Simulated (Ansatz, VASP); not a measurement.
## Au: VASP beside Ansatz

```xyz
1
Lattice="0.0000 2.0243 2.0243 2.0243 0.0000 2.0243 2.0243 2.0243 0.0000" Properties=species:S:1:pos:R:3 pbc="T T T"
Au    0.0000    0.0000    0.0000
```

Alike in both runs: functional LDA; k mesh 18 × 18 × 18; occupations gaussian, width 0.1 eV; no spin polarisation.

Ansatz relaxed the structure, and its values are those at the end. VASP's run is a single point on that final structure, the one shown.

```csv
,VASP,Ansatz
version,VASP 6.6.1,Ansatz 0.2.0
potentials or method,"VASP PAW LDA potentials, release 64 (Au)","scalar-relativistic, plane waves, PAW"
plane-wave cutoff (eV),520,420
valence electrons in the cell,11,19
```

|  | VASP | Ansatz | Ansatz less VASP |
| --- | --- | --- | --- |
| gap on the k mesh at the Fermi level (eV) | none | none | - |
| pressure (GPa) | 0.5 | 0.0 | -0.51 |

A gap of «none» marks a metal or a gap that the smearing closes. The two sets of potentials don't hold the same shells in valence.

Spin-orbit coupling is left out, which matters for the levels of Au.
